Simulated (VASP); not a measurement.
# RbBr (Fm-3m) in VASP: further runs, part 2 of 2

VASP 6.6.1.

## 3. Single point, r2SCAN

File INCAR:

```
PREC     = Normal         # precision mode
ENCUT    = 400            # plane-wave cutoff, eV
EDIFF    = 1E-4           # SCF threshold, eV
ISMEAR   = 0              # smearing method
SIGMA    = 0.05           # smearing width, eV
LREAL    = Auto         
LASPH    = True           # aspherical terms in the spheres
NELM     = 100            # most SCF steps
ALGO     = Normal         # electronic algorithm
ISIF     = 2              # what is computed and relaxed
LWAVE    = False          # write WAVECAR
LCHARG   = False          # write CHGCAR
METAGGA  = R2SCAN         # meta-GGA
LMIXTAU  = True         
NBANDS   = 15             # bands
ADDGRID  = False
```

File KPOINTS:

```
Automatic mesh
0
Gamma
  6 6 6
```

File POSCAR:

```
RbBr
1.0
    0.0000000000      3.4270000000      3.4270000000
    3.4270000000      0.0000000000      3.4270000000
    3.4270000000      3.4270000000      0.0000000000
Rb Br
1 1
Direct
    0.0000000000      0.0000000000      0.0000000000
    0.5000000000      0.5000000000      0.5000000000
```

Potentials or basis: VASP PAW PBE potentials, release 64 (Rb_sv, Br).

Command:

```
$ cat potpaw_PBE.64/Rb_sv/POTCAR potpaw_PBE.64/Br/POTCAR > POTCAR
$ mpirun -np 1 vasp_std > vasp.out
```

OUTCAR:

```text
PREC = Normal
   ENCUT = 400
   EDIFF = 1E-4
   ISMEAR = 0
   LREAL = Auto
   LASPH = True
   NELM = 100
   ISIF = 2
   METAGGA = R2SCAN

 Found     16 irreducible k-points:

 Following reciprocal coordinates:
            Coordinates               Weight
  0.000000  0.000000  0.000000      1.000000
  0.166667  0.000000  0.000000      8.000000
  0.333333  0.000000  0.000000      8.000000
  0.500000  0.000000  0.000000      4.000000
  0.166667  0.166667  0.000000      6.000000
  0.333333  0.166667  0.000000     24.000000
   k-points           NKPTS =     16   k-points in BZ     NKDIM =     16   number of bands    NBANDS=     15
   number of dos      NEDOS =    301   number of ions     NIONS =      2
   total plane-waves  NPLWV =  13824
   dimension x,y,z NGX =    24 NGY =   24 NGZ =   24
   dimension x,y,z NGXF=    48 NGYF=   48 NGZF=   48
   ions per type =               1   1
   NGX,Y,Z   is equivalent  to a cutoff of   8.23,  8.23,  8.23 a.u.
   NGXF,Y,Z  is equivalent  to a cutoff of  16.47, 16.47, 16.47 a.u.
 SYSTEM =  unknown system
   PREC   = normal    normal or accurate (medium, high low for compatibility)
   ISTART =      0    job   : 0-new  1-cont  2-samecut
   ICHARG =      2    charge: 1-file 2-atom 10-const
   ISPIN  =      1    spin polarized calculation?
   LNONCOLLINEAR =      F non collinear calculations
   LSORBIT =      F    spin-orbit coupling
   LASPH  =      T    aspherical Exc in radial PAW
   ENCUT  =  400.0 eV  29.40 Ry    5.42 a.u.   7.90  7.90  7.90*2*pi/ulx,y,z
   NELM   =    100;   NELMIN=  2; NELMDL= -5     # of ELM steps
   EDIFF  = 0.1E-03   stopping-criterion for ELM
   LREAL  =      T    real-space projection
   EDIFFG = 0.1E-02   stopping-criterion for IOM
   NSW    =      0    number of steps for IOM
   IBRION =     -1    ionic relax: 0-MD 1-quasi-New 2-CG
   NFREE  =      0    steps in history (QN), initial steepest desc. (CG)
   ISIF   =      2    stress and relaxation
   ISYM   =      2    0-nonsym 1-usesym 2-fastsym
   POTIM  = 0.5000    time-step for ionic-motion
   TEBEG  =    0.0;   TEEND  =   0.0 temperature during run
   PSTRESS=    0.0 pullay stress
   NELECT =      16.0000    total number of electrons
   NUPDOWN=      -1.0000    fix difference up-down
   EMIN   =  10.00;   EMAX   =-10.00  energy-range for DOS
   EFERMI =   0.00;   METHOD = LEGACY
   ISMEAR =     0;   SIGMA  =   0.05  broadening in eV -4-tet -1-fermi 0-gaus
   EFERMI_NEDOS =   21; number of points for ismear=-14 and -15
   IALGO  =     38    algorithm
   IMIX   =      4    mixing-type and parameters
     AMIX     =   0.40;   BMIX     =  1.00
     AMIX_MAG =   1.60;   BMIX_MAG =  1.00
  volume/ion in A,a.u.               =      40.25       271.61
  Fermi-wavevector in a.u.,A,eV,Ry     =   0.955412  1.805467 12.419564  0.912812
  Thomas-Fermi vector in A             =   2.084247
   LORBIT       =      0    0 simple, 1 ext, 2 COOP (PROOUT), +10 PAW based schemes
   METAGGA = R2SCAN    functional components
   LHFCALC =     F    Hartree Fock is set to
   AEXX    =    0.0000 exact exchange contribution
   IVDW    =     0    specifies the selected vdW correction
   LEPSILON=     F    determine dielectric tensor
   LRPA    =     F    only Hartree local field effects (RPA)
 non-spin polarized calculation
 Gauss-broadening in eV      SIGMA  =   0.05
  energy-cutoff  :      400.00
  volume of cell :       80.50
 maximum number of plane-waves:      1484
   NGX = 15   NGY = 15   NGZ = 15

 number of electron      15.9999982 magnetization

 Free energy of the ion-electron system (eV)
  ---------------------------------------------------
  ext. energy  EPLUGINS =         0.00000000
  ---------------------------------------------------
  free energy    TOTEN  =       -31.15250193 eV

  energy without entropy =      -31.15250193  energy(sigma->0) =      -31.15250193

 E-fermi :  -1.9424     XC(G=0):  -7.6318

 val. band max:       -2.1582569243   @ k =   0.0000   0.0000   0.0000
 cond. band min:       2.8107489002   @ k =   0.0000   0.0000   0.0000
 fundamental gap:      4.9690058244
 Fermi energy:        -1.9423692974

 k-point     1 :       0.0000    0.0000    0.0000
  band No.  band energies     occupation
      1     -27.3124      2.00000
      2     -14.7728      2.00000
      3     -10.8420      2.00000
      4     -10.8419      2.00000
      5     -10.8419      2.00000
      6      -2.1584      2.00000
      7      -2.1583      2.00000
      8      -2.1583      2.00000
      9       2.8107      0.00000
     10       5.7220      0.00000
     11       5.7220      0.00000
     12       5.7220      0.00000
     13       6.7918      0.00000
     14       6.7918      0.00000
     15       9.1823      0.00000

 k-point     2 :       0.1667    0.0000    0.0000
  band No.  band energies     occupation
      1     -27.3099      2.00000
      2     -14.7835      2.00000
      3     -10.8435      2.00000
      4     -10.8435      2.00000
      5     -10.8284      2.00000
      6      -2.4501      2.00000
      7      -2.2508      2.00000
      8      -2.2507      2.00000
      9       3.4433      0.00000
     10       5.5357      0.00000
     11       6.0640      0.00000
     12       6.0640      0.00000
     13       7.2094      0.00000
     14       7.2094      0.00000
     15      10.2633      0.00000

 k-point     3 :       0.3333    0.0000    0.0000
  band No.  band energies     occupation
      1     -27.3051      2.00000
      2     -14.8045      2.00000
      3     -10.8466      2.00000
      4     -10.8466      2.00000
      5     -10.8016      2.00000
      6      -2.9261      2.00000
      7      -2.4247      2.00000
      8      -2.4246      2.00000
      9       4.6472      0.00000
     10       5.6772      0.00000
     11       7.0198      0.00000
     12       7.0198      0.00000
     13       8.2480      0.00000
     14       8.2480      0.00000
     15      10.2877      0.00000

 k-point     4 :       0.5000    0.0000    0.0000
  band No.  band energies     occupation
      1     -27.3026      2.00000
      2     -14.8149      2.00000
      3     -10.8482      2.00000
      4     -10.8481      2.00000
      5     -10.7882      2.00000
      6      -3.1296      2.00000
      7      -2.5070      2.00000
      8      -2.5069      2.00000
      9       5.1320      0.00000
     10       6.1191      0.00000
     11       8.0660      0.00000
     12       8.0663      0.00000
     13       8.6985      0.00000
     14       8.6985      0.00000
     15       9.7214      0.00000

 k-point     5 :       0.1667    0.1667    0.0000
  band No.  band energies     occupation
      1     -27.3092      2.00000
      2     -14.7802      2.00000
      3     -10.8596      2.00000
      4     -10.8596      2.00000
      5     -10.8162      2.00000
      6      -2.5650      2.00000
      7      -2.2131      2.00000
      8      -2.2130      2.00000
      9       3.5557      0.00000
     10       5.0411      0.00000
     11       6.4390      0.00000
     12       6.4390      0.00000
     13       7.0157      0.00000
     14       7.6063      0.00000
     15      10.5215      0.00000

 k-point     6 :       0.3333    0.1667    0.0000
  band No.  band energies     occupation
      1     -27.3052      2.00000
      2     -14.7842      2.00000
      3     -10.8702      2.00000
      4     -10.8671      2.00000
      5     -10.8287      2.00000
      6      -2.8120      2.00000
      7      -2.3712      2.00000
      8      -2.3218      2.00000
      9       4.5024      0.00000
     10       4.9189      0.00000
     11       7.1959      0.00000
     12       7.3799      0.00000
     13       7.6129      0.00000
     14       8.2550      0.00000
     15      10.4256      0.00000

 [... further k-points ...]

------------------------ aborting loop because EDIFF is reached ----------------------------------------

  FORCE on cell =-STRESS in cart. coord.  units (eV):
  Direction    XX          YY          ZZ          XY          YZ          ZX
  --------------------------------------------------------------------------------------
  -------------------------------------------------------------------------------------
  Total        0.2658963      0.2658963      0.2658963      0.0000000     -0.0000000      0.0000000
  in kB        5.2923741      5.2923741      5.2923741      0.0000000     -0.0000000      0.0000000
  external PRESSURE =       5.2923741 kB  Pullay stress =       0.0000000 kB

 VOLUME and BASIS-vectors are now :
 -----------------------------------------------------------------------------
  energy-cutoff  :      400.00
  volume of cell :       80.50
      direct lattice vectors                 reciprocal lattice vectors
     0.000000000  3.427000000  3.427000000    -0.145900204  0.145900204  0.145900204
     3.427000000  0.000000000  3.427000000     0.145900204 -0.145900204  0.145900204
     3.427000000  3.427000000  0.000000000     0.145900204  0.145900204 -0.145900204

 POSITION                                       TOTAL-FORCE (eV/Angst)
 -----------------------------------------------------------------------------------
      0.00000      0.00000      0.00000         0.000000      0.000000     -0.000000
      3.42700      3.42700      3.42700         0.000000      0.000000      0.000000
 -----------------------------------------------------------------------------------
    total drift:                                0.000000     -0.000000     -0.000000

  FREE ENERGIE OF THE ION-ELECTRON SYSTEM (eV)
  ---------------------------------------------------
  free  energy   TOTEN  =       -31.1525019300 eV

  energy  without entropy=      -31.1525019300  energy(sigma->0) =      -31.15250193
```

Run time: 43 s. Hardware: 1 thread of Intel Xeon Platinum 8375C at 2.90GHz (Ice Lake), shared host; peak memory 0.14 GiB.

These settings aren't checked as converged: the numbers below hold their error.

What came out:

```yaml
Free_energy: -31.1525 eV
Pressure: 0.5 GPa
Band_gap_on_the_k_mesh: 4.97 eV, direct
```

Caveat: the PAW data sets were made with another functional, which shifts forces and pressure a little.

## 4. Single point, r2SCAN

INCAR is that of step 3.

KPOINTS is that of step 3.

File POSCAR:

```
RbBr
1.0
    0.0000000000      3.4270000000      3.4270000000
    3.4270000000      0.0000000000      3.4270000000
    3.4270000000      3.4270000000      0.0000000000
Rb Br
1 1
Direct
   -0.0027730000      0.0260310000     -0.0127250000
    0.5081730000      0.5251300000      0.4723360000
```

Command:

```
$ cat potpaw_PBE.64/Rb_sv/POTCAR potpaw_PBE.64/Br/POTCAR > POTCAR
$ mpirun -np 1 vasp_std > vasp.out
```

It took 2.3 min on 1 thread of Intel Xeon Platinum 8375C at 2.90GHz (Ice Lake), shared host; peak memory 0.17 GiB.

The run converged, but some of its settings lie outside the range that counts as converged, so its numbers aren't taken as properties of the crystal.

Results:

- Free energy: -31.1487 eV
- Pressure: 0.5 GPa
- Largest force: 0.093 eV/Å
- Band gap on the k mesh: 4.97 eV, direct

Caveat: the PAW data sets were made with another functional, which shifts forces and pressure a little.

## 5. Single point, r2SCAN

Edit INCAR of step 4 so:

```diff
@@ -1,7 +1,7 @@
-PREC     = Normal         # precision mode
-ENCUT    = 400            # plane-wave cutoff, eV
-EDIFF    = 1E-4           # SCF threshold, eV
+PREC     = Accurate       # precision mode
+ENCUT    = 300            # plane-wave cutoff, eV
+EDIFF    = 1E-6           # SCF threshold, eV
 ISMEAR   = 0              # smearing method
 SIGMA    = 0.05           # smearing width, eV
-LREAL    = Auto         
+LREAL    = False          # projectors in reciprocal space
 LASPH    = True           # aspherical terms in the spheres
```

File KPOINTS:

```
Automatic mesh
0
Gamma
  7 7 7
```

File POSCAR:

```
RbBr
1.0
    0.0000000000      3.4270000000      3.4270000000
    3.4270000000      0.0000000000      3.4270000000
    3.4270000000      3.4270000000      0.0000000000
Rb Br
1 1
Direct
    0.0000000000      0.0000000000      0.0000000000
    0.5000000000      0.5000000000      0.5000000000
```

Potentials or basis: VASP PAW PBE potentials, release 64 (Rb_sv, Br).

Command:

```
$ cat potpaw_PBE.64/Rb_sv/POTCAR potpaw_PBE.64/Br/POTCAR > POTCAR
$ mpirun -np 1 vasp_std > vasp.out
```

OUTCAR:

```text
PREC = Accurate
   ENCUT = 300
   EDIFF = 1E-6
   ISMEAR = 0
   LREAL = False
   LASPH = True
   NELM = 100
   ISIF = 2
   METAGGA = R2SCAN

 Found     20 irreducible k-points:

 Following reciprocal coordinates:
            Coordinates               Weight
  0.000000  0.000000  0.000000      1.000000
  0.142857  0.000000  0.000000      8.000000
  0.285714  0.000000  0.000000      8.000000
  0.428571  0.000000  0.000000      8.000000
  0.142857  0.142857  0.000000      6.000000
[... 185 lines left out ...]
------------------------ aborting loop because EDIFF is reached ----------------------------------------

  FORCE on cell =-STRESS in cart. coord.  units (eV):
  Direction    XX          YY          ZZ          XY          YZ          ZX
  --------------------------------------------------------------------------------------
  -------------------------------------------------------------------------------------
  Total        0.2292176      0.2292176      0.2292176      0.0000000      0.0000000     -0.0000000
  in kB        4.5623249      4.5623249      4.5623249      0.0000000      0.0000000     -0.0000000
  external PRESSURE =       4.5623249 kB  Pullay stress =       0.0000000 kB

 VOLUME and BASIS-vectors are now :
 -----------------------------------------------------------------------------
  energy-cutoff  :      300.00
  volume of cell :       80.50
      direct lattice vectors                 reciprocal lattice vectors
     0.000000000  3.427000000  3.427000000    -0.145900204  0.145900204  0.145900204
     3.427000000  0.000000000  3.427000000     0.145900204 -0.145900204  0.145900204
     3.427000000  3.427000000  0.000000000     0.145900204  0.145900204 -0.145900204

 POSITION                                       TOTAL-FORCE (eV/Angst)
 -----------------------------------------------------------------------------------
      0.00000      0.00000      0.00000        -0.000000      0.000000     -0.000000
      3.42700      3.42700      3.42700         0.000000     -0.000000      0.000000
 -----------------------------------------------------------------------------------
    total drift:                                0.000000      0.000000      0.000000

  FREE ENERGIE OF THE ION-ELECTRON SYSTEM (eV)
  ---------------------------------------------------
  free  energy   TOTEN  =       -31.1500203696 eV

  energy  without entropy=      -31.1500203696  energy(sigma->0) =      -31.15002037
```

OSZICAR:

```text
N       E                     dE             d eps       ncg     rms          rms(c)
DAV:   1     0.352600574151E+02    0.35260E+02   -0.48938E+03   600   0.599E+02
DAV:   2    -0.315790822537E+02   -0.66839E+02   -0.63305E+02   862   0.144E+02
DAV:   3    -0.356116588681E+02   -0.40326E+01   -0.40199E+01   821   0.359E+01
[... 12 lines left out ...]
DAV:  16    -0.311499981416E+02   -0.70922E-04   -0.35837E-05   739   0.533E-02    0.339E-03
DAV:  17    -0.311500195460E+02   -0.21404E-04   -0.65963E-06   700   0.207E-02    0.174E-03
DAV:  18    -0.311500086175E+02    0.10929E-04   -0.50702E-06   656   0.211E-02    0.164E-03
DAV:  19    -0.311500196154E+02   -0.10998E-04   -0.25049E-06   635   0.140E-02    0.710E-04
DAV:  20    -0.311500203696E+02   -0.75421E-06   -0.16971E-07   580   0.387E-03
   1 F= -.31150020E+02 E0= -.31150020E+02  d E =-.603349E-14
```

Run time: 75 s. Hardware: 1 thread of Intel Xeon Platinum 8375C at 2.90GHz (Ice Lake), shared host; peak memory 0.15 GiB.

The run converged, but some of its settings lie outside the range that counts as converged, so its numbers aren't taken as properties of the crystal.

What came out:

```yaml
Free_energy: -31.1500 eV
Pressure: 0.5 GPa
Band_gap_on_the_k_mesh: 4.97 eV, direct
```

Caveat: the PAW data sets were made with another functional, which shifts forces and pressure a little; an odd mesh through Γ misses points on the zone boundary, where band edges often lie.
